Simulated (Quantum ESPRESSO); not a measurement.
**MoS2 under changes of volume**

One of the cells (18.982 Å³/atom); the others are scaled copies at fixed shape and fractional positions:

```
CELL_PARAMETERS angstrom
3.22746 0.00000 0.00000
-1.61373 2.79507 0.00000
0.00000 0.00000 6.31247
ATOMIC_POSITIONS crystal
Mo 0.00000 0.00000 0.50000
S 0.66667 0.33333 0.74468
S 0.33333 0.66667 0.25532
```

Measurements of this composition are mostly on another form, of space group No. 194.

- Program: Quantum ESPRESSO 7.5
- Functional: LDA
- Potentials or basis: GBRV 1.5 LDA
- Cutoff: 612 eV
- Density cutoff: 4898 eV
- k mesh: 9 × 9 × 4
- Occupations: fermi-dirac, width 0.05 eV
- Spin: no spin polarisation

```csv
volume (Å³/atom),energy over the lowest point (meV/atom),pressure (GPa),largest force (eV/Å)
17.843,2.55,2.6,0.896
18.222,0.00,-0.7,0.519
18.602,4.77,-3.6,0.170
18.982,16.01,-6.1,0.152
19.361,33.07,-8.5,0.451
19.741,?,?,?
20.120,82.18,-12.4,0.985
```

What does the run at 19.741 Å³/atom give?

Energy over the lowest point 55.31 meV/atom; pressure -10.5 GPa; largest force 0.728 eV/Å.

Worked out: A Birch-Murnaghan fit of order 3 (a polynomial in V^(-2/3)) to the other rows has its minimum at 18.16 Å³/atom with B0 = V·E''(V) = 150 GPa and B' = 4.4 at fixed shape and positions, which overstates the stiffness. It gives 55.34 meV/atom at 19.741 Å³/atom, against the run's 55.31, and -dE/dV = -10.4 GPa, against -10.5.

Energies are extrapolated to zero smearing.
